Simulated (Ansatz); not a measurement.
# Searching the electronic states of TiO2, part 1 of 2

Is TiO2 magnetic at this level, in which order, and do all starts find it? Single-point runs from several starts follow. System: TiO$_{2}$, its experimental structure (space group I4_1/amd, primitive cell doubled); the cell holds 12 atoms. Source: COD entry 5000223.

The COD cell was measured well above room temperature, so it is larger than a cold one.

Computed with Ansatz 0.2.0 (DFT PBE+U, PAW, plane waves, scalar-relativistic; U − J = 3.8 eV on Ti d, unless a step's input says otherwise).

**1. The system as given**

Symmetry: I4_1/amd, No. 141, tetragonal system. Conventional cell: a = 3.789 Å, b = 3.789 Å, c = 9.537 Å, α = 90.00°, β = 90.00°, γ = 90.00°. Ti (site symmetry -4m2) has 6 O at 1.94 to 1.98 Å as nearest neighbours. Around O (site symmetry 2mm) lie 3 Ti at 1.94 to 1.98 Å.

Structure file:

```
CELL_PARAMETERS angstrom
-1.89460 1.89460 4.76850
1.89460 -1.89460 4.76850
3.78920 3.78920 -9.53700
ATOMIC_POSITIONS crystal
Ti 0.00000 0.00000 0.00000
Ti 0.00000 0.00000 0.50000
Ti 0.75000 0.25000 0.25000
Ti 0.75000 0.25000 0.75000
O 0.20790 0.20790 0.00000
O 0.20790 0.20790 0.50000
O 0.95790 0.45790 0.25000
O 0.95790 0.45790 0.75000
O 0.54210 0.04210 0.25000
O 0.54210 0.04210 0.75000
O 0.79210 0.79210 0.00000
O 0.79210 0.79210 0.50000
```

Labels such as O12 number the atoms in the order of the input file.

Planned first: parallel moments, plain SCF; opposed moments ++--, plain SCF; no spin polarisation; spin on, no moments given (the program may seed its own), plain SCF. What is tried next depends on their ends.

A plain SCF has the search for lower states switched off and ends at the first converged state. Ends within 0.2 meV/atom and 0.1 μB count as one state.

Moments by site are taken inside atomic spheres; the rest lies between them.

**2. Parallel moments, plain SCF**

Contents of input.yaml:

```yaml
crystal:
  lattice:
    - [-1.8946, 1.8946, 4.7685]
    - [1.8946, -1.8946, 4.7685]
    - [3.7892, 3.7892, -9.537]
  atoms:
    - { symbol: Ti, position: [0.0, 0.0, 0.0], spin: 1.0 }
    - { symbol: Ti, position: [0.0, 0.0, 0.5], spin: 1.0 }
    - { symbol: Ti, position: [0.75, 0.25, 0.25], spin: 1.0 }
    - { symbol: Ti, position: [0.75, 0.25, 0.75], spin: 1.0 }
    - { symbol: O, position: [0.2079, 0.2079, 0.0] }
    - { symbol: O, position: [0.2079, 0.2079, 0.5] }
    - { symbol: O, position: [0.9579, 0.4579, 0.25] }
    - { symbol: O, position: [0.9579, 0.4579, 0.75] }
    - { symbol: O, position: [0.5421, 0.0421, 0.25] }
    - { symbol: O, position: [0.5421, 0.0421, 0.75] }
    - { symbol: O, position: [0.7921, 0.7921, 0.0] }
    - { symbol: O, position: [0.7921, 0.7921, 0.5] }
magnetization:
  spin_polarized: true
hamiltonian:
  xc: pbe
  pseudopotentials: { kind: paw }
  hubbard: { sites: [{ species: Ti, l: d, u_eff: 3.8 }] }
basis:
  ecutwfc: 420
kpoints:
  mp_grid: { grid: [4, 4, 3] }
scf:
  occupations: { method: fermi_dirac, width: 0.05 }
  lower_state_search: "off"
output:
  forces: true
  stress: true
  write_density: true
  write_potential: true
  elf: true
  volumetric_format: npy
```

The run is started by

```bash
ansatz run input.yaml --threads 4 --pin off --max-ram 9216MiB --backend cpu --events-out ev --progress --plain --runs-dir out
```

The log of the run:

```text
Warning: crystal.symmetry: narrowed to the stabiliser of the k-point mesh — unitary ops 16 → 8; excluded 8 operations that carry a point of the 4×4×3 mesh (shift [0, 0, 0]) off the mesh (the run samples exactly the mesh kpoints.mp_grid names, as under crystal.symmetry.detect: false, and its converged state has the mesh's symmetry, not the crystal's; ε∞, the Born charges and the force constants of a linear response (`dielectric:` by the response, `phonons.method: dfpt`) are averaged over those of the crystal's operations that the state keeps within a tolerance, where `mesh_tensors`, `unaveraged_element` or `gamma_mean_max_change_ev_ang2` stands beside them; a row that `dielectric.field_direction` solves alone is averaged likewise, with nothing beside; a Γ-centred mesh of equal divisions is mapped onto itself by every operation and keeps the whole group, as does a half-shifted one under kpoints.further_shifts: images)
basis.fft_grid_basis auto: the FFT boxes are laid along the combinations [[1, -1, 0], [0, 1, 0], [1, 1, 1]] of the cell's own vectors, 5.359, 5.470 and 5.359 Å long. The dense box has 36×40×36 points. Along the cell's own vectors, as sized, it would have 40×40×75, 2.31 times as many. [...]
Ti: projections on atomic orbitals take those of the free atom [Ne] 3s2 3p6 3d2 4s2, of charge +0.00 (hamiltonian.pseudopotentials.projection_atoms); the dataset's partial waves leave at most 4.1e-7 of an orbital's norm unspanned inside its sphere
O: projections on atomic orbitals take those of the free atom [He] 2s2 2p4, of charge +0.00 (hamiltonian.pseudopotentials.projection_atoms); the dataset's partial waves leave at most 1.9e-8 of an orbital's norm unspanned inside its sphere
Engine: ansatz 0.2.0, x86_64-unknown-linux-gnu
Pseudopotentials: kind: paw
Pseudopotential: Ti, paw, valence charge 12, recommended cutoff 420 eV (normal), Ti.paw.azcp
Pseudopotential: O, paw, valence charge 6, recommended cutoff 420 eV (normal), O.paw.azcp
Functional definition: PBE
  parameter kappa = 0.804
  parameter beta = 0.06672455060314922
  exchange = pbe_x(kappa = kappa, mu = beta*pi^2/3)
  correlation = pbe_c(beta = beta)
Crystal: 12 atoms, lattice volume = 136.933 Å³
Basis set: ecut = 420 eV, 2647 PW (Γ), FFT grids on a1−a2, a2, a1+a2+a3, exchange–correlation on 72×80×72 points (8 copies of the dense FFT grid, shifted against one another)
Bands: 62, of which v1, the nominal top of the filled ones, is band 48 counted from 1 (47 counted from 0)
Symmetry: 8 space group operations
k-points: 17 of 48
Non-local potential: Ti, projectors of the file, l = 0: 3, l = 1: 2, l = 2: 3, l = 3: 1
Non-local potential: O, projectors of the file, l = 0: 2, l = 1: 2, l = 2: 1
PAW form: soft (Blöchl's): semilocal exchange-correlation on the pseudo side does not see the compensation charge
PAW one-centre angular grid: Ti, 590 points (default); XC on 64 Gauss nodes
PAW one-centre angular grid: O, 110 points (default); XC on 64 Gauss nodes
Initial density: superposition of atomic densities (chi_scale 0.1, normalization cell, long waves kept (reshape's long-wave potential 0.00 eV rms))
Starting moments: Σ|m| = 4 μB on 4 of 12 sites
Initial wavefunctions: pseudopotential atomic-orbital guess
Functional: x = pbe(κ = 0.804, μ = 0.2195149727645171), c = pbe(β = 0.06672455060314922)
SCF iter   1: F=—  HF=-14542.738902 eV  |F-HF|=—  |Δ(HF+E_count)|=         —  Δρ=6.52e-2 (↑6.52e-2 ↓5.74e-2)  dr2=1.18e1  dr2_m=2.19e0  M=0.000 μB ∫|m|=1.386 μB  β_m=0.30  ethr=3.10e-3  ⟨swp⟩=5.0  Hψ=7882  notcnv=0
preconditioner: auto → Resta (q_TF=auto, 2.571 Å⁻¹)  ε∞=6.4  [insulator: Δε(μ)=2.730 eV  Ē_g=10.895 eV  σ=0.050 eV  W_gap=1.00  n_scr=28 (ndim 8)  ℏωp=25.4 eV  f_vac=0.000  D(μ)=0.00/eV (n_scr^D=0)  ε∞_Penn≈6.4]
spin=Collinear: Resta preconditioning applied to the charge; magnetization (m = ρ↑ − ρ↓) channel mixes plain (no charge-response kernel on spin).
SCF iter   2: F=—  HF=-14541.567174 eV  |F-HF|=—  |Δ(HF+E_count)|=    1.17e0  Δρ=3.77e-2 (↑3.42e-2 ↓3.77e-2)  dr2=2.39e0  dr2_m=1.06e0  M=0.000 μB ∫|m|=1.394 μB  β_m=0.30  ethr=3.10e-3  ⟨swp⟩=2.3  Hψ=3721  notcnv=0  defer=215
SCF iter   3: F=—  HF=-14541.745875 eV  |F-HF|=—  |Δ(HF+E_count)|=   1.79e-1  Δρ=2.84e-2 (↑2.29e-2 ↓2.84e-2)  dr2=9.83e-1  dr2_m=5.69e-1  M=0.000 μB ∫|m|=1.212 μB  β_m=0.30  ethr=2.49e-3  ⟨swp⟩=2.4  Hψ=3056  notcnv=0  defer=215
SCF iter   4: F=—  HF=-14541.903514 eV  |F-HF|=—  |Δ(HF+E_count)|=   1.58e-1  Δρ=2.01e-2 (↑2.01e-2 ↓1.37e-2)  dr2=9.83e-2  dr2_m=3.41e-1  M=0.000 μB ∫|m|=0.934 μB  β_m=0.30  ethr=1.02e-3  ⟨swp⟩=2.0  Hψ=2959  notcnv=0  defer=215
SCF iter   5: F=—  HF=-14542.019271 eV  |F-HF|=—  |Δ(HF+E_count)|=   1.16e-1  Δρ=1.34e-2 (↑1.34e-2 ↓1.19e-2)  dr2=2.83e-2  dr2_m=1.91e-1  M=0.000 μB ∫|m|=0.791 μB  β_m=0.30  ethr=1.02e-4  ⟨swp⟩=2.4  Hψ=3375  notcnv=0  defer=228
SCF iter   6: F=—  HF=-14542.115195 eV  |F-HF|=—  |Δ(HF+E_count)|=   9.59e-2  Δρ=9.80e-3 (↑9.28e-3 ↓9.80e-3)  dr2=4.55e-3  dr2_m=1.13e-1  M=0.000 μB ∫|m|=0.657 μB  β_m=0.30  ethr=2.95e-5  ⟨swp⟩=2.5  Hψ=3760  notcnv=0  defer=228
SCF iter   7: F=—  HF=-14542.160742 eV  |F-HF|=—  |Δ(HF+E_count)|=   4.55e-2  Δρ=7.68e-3 (↑7.08e-3 ↓7.68e-3)  dr2=1.41e-3  dr2_m=6.82e-2  M=0.000 μB ∫|m|=0.546 μB  β_m=0.30  ethr=4.74e-6  ⟨swp⟩=2.5  Hψ=3368  notcnv=0  defer=228
Mixer restart at iter 7: flushing history
spin-set hold released at iteration 7 (site moments contracting): the magnetisation degrees of freedom join the quasi-Newton model from the next iteration; the mixer history was flushed
SCF iter   8: F=—  HF=-14542.186113 eV  |F-HF|=—  |Δ(HF+E_count)|=   2.54e-2  Δρ=5.92e-3 (↑5.71e-3 ↓5.92e-3)  dr2=5.35e-4  dr2_m=4.23e-2  M=0.000 μB ∫|m|=0.452 μB  β_m=0.63  ethr=1.47e-6  ⟨swp⟩=2.2  Hψ=3067  notcnv=0  defer=228
SCF iter   9: F=—  HF=-14542.227918 eV  |F-HF|=—  |Δ(HF+E_count)|=   4.18e-2  Δρ=1.74e-3 (↑7.43e-4 ↓1.74e-3)  dr2=1.43e-3  dr2_m=1.87e-3  M=0.000 μB ∫|m|=0.105 μB  β_m=0.76  ethr=5.58e-7  ⟨swp⟩=3.1  Hψ=4498  notcnv=0  defer=228
SCF iter  10: F=—  HF=-14542.229334 eV  |F-HF|=—  |Δ(HF+E_count)|=   1.42e-3  Δρ=1.11e-3 (↑1.11e-3 ↓3.12e-4)  dr2=2.04e-3  dr2_m=3.24e-4  M=0.000 μB ∫|m|=0.039 μB  β_m=0.73  ethr=5.58e-7  ⟨swp⟩=2.7  Hψ=3940  notcnv=0  defer=228
SCF iter  11: F=—  HF=-14542.229181 eV  |F-HF|=—  |Δ(HF+E_count)|=   1.53e-4  Δρ=1.00e-4 (↑6.04e-5 ↓1.00e-4)  dr2=2.35e-6  dr2_m=7.05e-6  M=0.000 μB ∫|m|=0.006 μB  β_m=0.86  ethr=5.58e-7  ⟨swp⟩=2.9  Hψ=3694  notcnv=0  defer=228
SCF iter  12: F=—  HF=-14542.229184 eV  |F-HF|=—  |Δ(HF+E_count)|=   3.60e-6  Δρ=1.49e-5 (↑1.16e-5 ↓1.49e-5)  dr2=2.00e-7  dr2_m=1.27e-7  M=0.000 μB ∫|m|=0.001 μB  β_m=0.93  ethr=2.44e-9  ⟨swp⟩=2.6  Hψ=3757  notcnv=0  defer=228
iter 13 did not close the SCF: its close was put off for a magnetic moment that had not settled (scf_convergence_deferred on its scf_iter line)
SCF iter  13: F=-14542.229185 eV  HF=-14542.229185 eV  |F-HF|=4.56e-9  |Δ(HF+E_count)|=   2.76e-7  Δρ=2.40e-6 (↑2.40e-6 ↓2.33e-6)  dr2=2.60e-8  dr2_m=7.87e-10  M=0.000 μB ∫|m|=0.000 μB  β_m=0.94  ethr=1.04e-10  ⟨swp⟩=14.0  Hψ=14307  notcnv=0
iter 14 met the thresholds in force, and the SCF goes on: an eigenvalue changes by 0.07 meV, over its tolerance of 0.05 meV (output.eigenvalues, Limitations)
SCF iter  14: F=-14542.229185 eV  HF=-14542.229185 eV  |F-HF|=2.49e-9  |Δ(HF+E_count)|=   9.97e-9  Δρ=7.25e-7 (↑7.18e-7 ↓7.25e-7)  dr2=4.61e-9  dr2_m=9.20e-11  M=0.000 μB ∫|m|=0.000 μB  β_m=0.97  ethr=2.71e-11  ⟨swp⟩=5.0  Hψ=11070  notcnv=0
SCF iter  15: F=-14542.229185 eV  HF=-14542.229185 eV  |F-HF|=1.27e-10  |Δ(HF+E_count)|=   3.59e-9  Δρ=2.64e-7 (↑2.64e-7 ↓2.37e-7)  dr2=3.39e-10  dr2_m=4.56e-12  M=0.000 μB ∫|m|=0.000 μB  ethr=4.80e-12  ⟨swp⟩=5.0  Hψ=9966  notcnv=0
WARN: the starting moments were not kept: the SCF closed with an absolute magnetisation of 3.6e-6 μB, where they sum to 4 μB in size (4 sites). That is at most 0.1 of that sum. Measured as dr2_m measures the in/out step, that magnetisation stands 1.1e-12 eV from none, at or under the dr2_threshold of 1.0e-7 eV: it is no larger than a step whose dr2_m would equal this threshold. The system may hold no moment; this SCF shows only that its start led to no more than that. To try another start: raise the starting moments (crystal.atoms[].spin, magnetization.per_species, magnetization.initial_magnetization, or on a non-collinear deck that types none of these the spinor_matrix: blocks that start its atoms; where the total moment is fixed, keep their sum and leave initial_magnetization as it is; typed ones take the place of any that the run laid by itself, positive ones on a crystal's lanthanoids without a Hubbard term where scf.initial_density.shell_occupations: [] is typed) or, if the notice of its spin-set hold's release reads "site moments contracting" or "site moments show no strong build", lengthen the hold (scf.mixing.spin_hold: { on: { confirm: 4 } }; for m-r²SCAN on two components see the key's manual first). Each may lead to a state that holds a moment. A second SCF, from the converged charge density, with the starting moments and any scf.initial_density.shell_occupations laid on it anew, would have followed, and was not run: the deck does not ask for one (magnetization.retry_lost_moments is false, the default). To let it run, set magnetization.retry_lost_moments: true and run the deck again, where that key's refused combinations let it; where memory then withholds it, that run's warning says so.
SCF 1 converged in 15 iterations: F = -14542.229185 eV  dr2 = 3.39e-10
SCF converged after 15 iterations
an eigenvalue changed by more than its tolerance at an iteration that met the thresholds in force, so the SCF went on 1 time: the last check found none over its tolerance
Magnetization: 0.0000 μB (48.0000 up, 48.0000 down)
Absolute magnetization: 0.0000 μB (∫|ρ↑−ρ↓|, with the PAW one-centre terms)
Spin contamination: 0.0000 ħ² per cell (⟨S²⟩ above its minimum at these occupations)
Per-site moments (μB) at R_I (Å): [(2.941625002140829e-7, 0.7988792402240844), (2.94162500311655e-7, 0.7988792402240845), (2.9416250055696784e-7, 0.7988792402240845), (2.9416250062072e-7, 0.7988792402240844), (-1.6655813109048294e-7, 0.7988792402240845), (-1.6655813107130278e-7, 0.7988792402240844), (-1.6655813116775466e-7, 0.7988792402240845), (-1.6655813114123372e-7, 0.7988792402240845), (-1.6655813111649977e-7, 0.7988792402240845), (-1.6655813110994197e-7, 0.7988792402240844), (-1.6655813104931069e-7, 0.7988792402240845), (-1.6655813105773496e-7, 0.7988792402240845)]
Free energy (F): -14542.229185 eV
Harris-Foulkes:  -14542.229185 eV  (|F-HF|=1.27e-10)
Internal energy: -14542.229185 eV  (E = F + TS)
E sigma→0 (E₀):  -14542.229185 eV
Fermi energy:    8.889643 eV
--- Per-component energies (eV) ---
  E_band       = -919.530897
  E_kinetic    = 2497.039284
  E_local      = -7141.278588  (includes V_loc(G=0)·N_el)
  E_nonlocal   = 387.862289
  E_hartree    = 2763.143434
  E_xc         = -987.165906
  E_vxc        = -1250.137032  (∫ρ·V_xc dr)
  E_hubbard    = 12.340041  (on-site DFT+U / exact-exchange correction)
  E_vhub       = 8.609478  (the Hubbard potential's part of the band-sum identity)
  E_paw        = -5441.963249  (= ΣΔE_a)
  E_vpaw       = -947.933418  (= ΣTr[D̂ρ^β])
  E_aug_tail   = 0.020309  (compensation charges beyond the density's cutoff)
  E_ewald      = -6632.226798
  E_smearing   = -0.000000  (= −TS)
  E_closure    = -0.000000  (closes the sum)
  Σ components = -14542.229185   (vs F -14542.229185, Δ=0.00e0)
--- Forces (eV/Å), atoms counted from 1 ---
  atom   1  Ti     0.00001642    -0.00001642     0.00000000
  atom   2  Ti     0.00001642    -0.00001642     0.00000000
  atom   3  Ti    -0.00001642     0.00001642     0.00000000
  atom   4  Ti    -0.00001642     0.00001642     0.00000000
  atom   5  O     -0.00003120     0.00001285     0.05097471
  atom   6  O     -0.00003120     0.00001285     0.05097471
  atom   7  O      0.00001285    -0.00003120     0.05097471
  atom   8  O      0.00001285    -0.00003120     0.05097471
  atom   9  O      0.00003120    -0.00001285    -0.05097471
  atom  10  O      0.00003120    -0.00001285    -0.05097471
  atom  11  O     -0.00001285     0.00003120    -0.05097471
  atom  12  O     -0.00001285     0.00003120    -0.05097471
  max |Σ_I F_I| component: 4.16e-17 eV/Å
--- Stress (GPa, compression-positive) ---
        7.059341      -0.001392      -0.000299
       -0.001392       7.059341      -0.000299
       -0.000299      -0.000299       7.708448
  P = ⅓ Tr σ = 7.2757 GPa (72.757 kbar)
--- Band table (eV; the first three rows and the last of 34) ---
  k-point 0 ↑: bands = ["-49.7757", "-49.7414", "-49.7414", "-49.7168", "-26.1869", "-26.1453", "-26.1453", "-26.0025", "-26.0025", "-25.9650", "-25.9650", "-25.8975", "-25.8975", "-25.8518", "-25.8518", "-25.8203", "-10.1783", "-9.0156", "-8.9337", "-8.7629", "-8.7629", "-8.5507", "-8.4607", "-8.4607", "3.1223", "3.1223", "3.3510", "3.3510", "3.6191", "3.7785", "3.7785", "3.8566", "3.8566", "4.0334", "4.9228", "4.9228", "5.4248", "5.4895", "5.4895", "5.5501", "5.5501", "6.7390", "6.7892", "6.7892", "7.0827", "7.0827", "7.5175", "7.5175", "10.1660", "10.8493", "11.2829", "11.2829", "11.6901", "11.6901", "11.8537", "11.8537", "11.9307", "11.9307", "12.3980", "12.5283", "12.5283", "12.6328"]
  k-point 1 ↑: bands = ["-49.7703", "-49.7567", "-49.7288", "-49.7202", "-26.1831", "-26.1732", "-26.0840", "-26.0063", "-26.0003", "-25.9777", "-25.9697", "-25.9212", "-25.8963", "-25.8826", "-25.8226", "-25.8145", "-9.9189", "-9.3055", "-8.8784", "-8.8414", "-8.6587", "-8.6347", "-8.5000", "-8.4239", "2.8127", "3.1357", "3.2838", "3.4810", "3.4903", "3.5843", "4.1505", "4.2736", "4.3993", "4.6626", "4.6744", "4.9315", "5.0597", "5.4369", "5.4608", "5.6230", "6.1173", "6.1585", "6.4158", "6.5906", "6.8578", "6.9712", "7.2855", "7.4602", "10.9542", "10.9646", "11.0405", "11.0719", "11.1881", "11.4004", "11.5379", "11.5998", "11.6882", "11.8875", "12.0466", "12.3083", "12.9608", "13.4016"]
  k-point 2 ↑: bands = ["-49.7678", "-49.7519", "-49.7328", "-49.7223", "-26.1725", "-26.1585", "-26.0972", "-26.0222", "-25.9989", "-25.9695", "-25.9667", "-25.9184", "-25.8903", "-25.8750", "-25.8375", "-25.8275", "-9.8821", "-9.2442", "-8.8981", "-8.8479", "-8.6888", "-8.5595", "-8.5376", "-8.5154", "3.0453", "3.0898", "3.1893", "3.3273", "3.6580", "3.7866", "3.8343", "4.0506", "4.3235", "4.5959", "4.9136", "5.0282", "5.1882", "5.4592", "5.4954", "5.6381", "5.8528", "6.3142", "6.5416", "6.7398", "6.7457", "6.9913", "7.0101", "7.2867", "10.9392", "11.0598", "11.1583", "11.1629", "11.1895", "11.4938", "11.5311", "11.6503", "11.7693", "12.1439", "12.1598", "12.2638", "12.6441", "13.1913"]
  k-point 16 ↓: bands = ["-49.7449", "-49.7449", "-49.7423", "-49.7423", "-26.1210", "-26.1210", "-26.0616", "-26.0616", "-25.9876", "-25.9876", "-25.9689", "-25.9689", "-25.8726", "-25.8726", "-25.8589", "-25.8589", "-9.3740", "-9.3740", "-8.9676", "-8.9676", "-8.7206", "-8.7206", "-8.5535", "-8.5535", "2.9271", "2.9271", "3.3563", "3.3563", "4.0064", "4.0064", "4.0077", "4.0077", "4.4416", "4.4416", "4.7052", "4.7052", "5.1196", "5.1196", "5.7446", "5.7446", "6.0122", "6.0122", "6.5784", "6.5784", "6.9434", "6.9434", "7.3413", "7.3413", "10.8938", "10.8938", "11.1390", "11.1390", "11.4919", "11.4919", "11.5219", "11.5219", "11.5624", "11.5624", "12.1356", "12.1356", "13.1483", "13.1483"]
Occupation matrices written to <dir>
```

Wall time 27 s (4 threads of Intel Xeon at 2.50GHz (Skylake/Cascade Lake), shared host); peak memory 0.77 GiB.

End: non-magnetic, a gap of 2.65 eV on the k-mesh.

Density in a lattice plane of the grid's cell (edges 5.36 and 5.47 Å, at 0.000 of the third edge), which holds Ti and O.

Values in e/Å³, 12 rows by 12 columns:
```
6.12 1.33 0.18 0.10 0.05 0.02 0.02 0.05 0.10 0.17 1.20 5.92
0.65 0.16 0.09 0.05 0.03 0.02 0.03 0.05 0.09 0.16 0.57 1.34
0.33 0.11 0.05 0.04 0.03 0.03 0.04 0.05 0.11 0.34 0.85 0.85
0.36 0.09 0.07 0.10 0.13 0.10 0.06 0.10 0.38 2.18 4.39 2.01
0.23 0.12 0.29 0.67 0.65 0.27 0.12 0.24 1.42 6.37 6.33 1.54
0.14 0.40 2.02 4.31 1.95 0.40 0.15 0.40 1.95 4.31 2.02 0.40
0.23 1.54 6.33 6.37 1.42 0.24 0.12 0.27 0.65 0.67 0.29 0.12
0.36 2.01 4.39 2.18 0.38 0.10 0.06 0.10 0.13 0.10 0.07 0.09
0.33 0.85 0.85 0.34 0.11 0.05 0.04 0.03 0.03 0.04 0.05 0.11
0.65 1.34 0.57 0.16 0.09 0.05 0.03 0.02 0.03 0.05 0.09 0.16
6.12 5.92 1.20 0.17 0.10 0.05 0.02 0.02 0.05 0.10 0.18 1.33
9.96 6.29 0.66 0.14 0.08 0.03 0.02 0.03 0.08 0.14 0.66 6.29
```
Columns run along the first of these edges and rows up along the second, over one cell in 12 and 12 even steps from the bottom left corner. Atoms in the plane (fractional): Ti at (0.00, 0.00), O at (0.21, 0.42), O at (0.79, 0.58).

ELF in the same plane.

Ten even steps from ' ' (0.00) to '@' (0.84):
```
--****--                              ..==##++::
##++::                                ..==######
--..                                    ::==**++
....                                ....::::--::
==::..                          ..::==**######**
**--..        ........        ..==##%%@@@@@@@@%%
**::    ..::==++++++--..    ..==%%@@@@####%%@@@@
==..  ..==##%%%%%%##++::    --##@@@@**--++%%@@%%
..  ::++%%@@@@@@@@@@**::  ..++%%@@%%**++##@@@@++
  ::**@@@@@@@@@@@@@@**::  ::**@@@@@@@@@@@@@@**::
..++@@@@##++**%%@@%%++..  ::**@@@@@@@@@@%%++::  
==%%@@%%++--**@@@@##--    ::++##%%%%%%##==..  ..
**@@@@%%####@@@@%%==..    ..--++++++==::..    ::
**%%@@@@@@@@%%##==..        ........        ..--
==**######**==::..                          ..::
..::--::::....                                ..
--++**==::                                    ..
########==..                                ::++
--::++##==..                              --****
  ..****::                              ::****..
```
Columns run along the first of these edges and rows up along the second, over one cell in 24 and 20 even steps from the bottom left corner. Atoms in the plane (fractional): Ti at (0.00, 0.00), O at (0.21, 0.42), O at (0.79, 0.58).

Both are smooth fields of the valence electrons: close to the nuclei they are not physical.

The highest ELF values outside the cores: 0.84 in the shell around O, 0.6 Å from O.

(Continued in part 2 of 2.)
